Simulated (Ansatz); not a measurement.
BP, h-MgO type (it has left that coordination), relaxed with r2SCAN: 4 runs in the PAW code Ansatz, each a construction of maximally localised Wannier functions. Space group P6_3/mmc (No. 194), hexagonal; a = 3.204 Å, c = 8.467 Å in the conventional setting, 18.82 Å³ an atom. B has 3 P at 1.85 Å; P has 3 B at 1.85 Å. Spin-unpolarised throughout. Whether this structure exists isn't addressed.

```yaml
crystal:
  lattice:
    - [3.20394, 0.00000, 0.00000]
    - [-1.60197, 2.77469, 0.00000]
    - [0.00000, 0.00000, 8.46662]
  atoms:
    - { symbol: B, position: [0.33333, 0.66667, 0.25000] }
    - { symbol: B, position: [0.66667, 0.33333, 0.75000] }
    - { symbol: P, position: [0.66667, 0.33333, 0.25000] }
    - { symbol: P, position: [0.33333, 0.66667, 0.75000] }
```

Windows count from the top of the filled bands; a dash means that no such window was set (without an outer window there is no disentanglement).

| functional | SCF mesh | trial orbitals | functions | mesh | window (eV) | frozen (eV) | Ω total (Å²) | Ω invariant (Å²) | largest spread (Å²) | least projectability | interpolation miss of the model's filled bands (eV, to the nearest computed level) |
| --- | --- | --- | --- | --- | --- | --- | --- | --- | --- | --- | --- |
| PBE | 9×9×2 | P s, P p | 8 | 6×6×2 | – | – | 12.65 | 10.27 | 3.19 | 0.62 | 0.132 |
| PBE | 9×9×2 | P s, P p | 8 | 12×12×4 | – | – | 14.10 | 11.62 | 3.73 | 0.62 | 0.025 |
| r2SCAN | 9×9×2 | P s, P p | 8 | 6×6×2 | – | – | 12.44 | 10.15 | 3.11 | 0.62 | 0.127 |
| HSE06 | 6×6×2 | P s, P p | 8 | 6×6×2 | – | – | 12.16 | 9.96 | 3.03 | 0.62 | – |

For P s, P p with PBE the spread goes 12.65 Å² (6×6×2), 14.10 Å² (12×12×4): finite differences on a coarse mesh understate it.
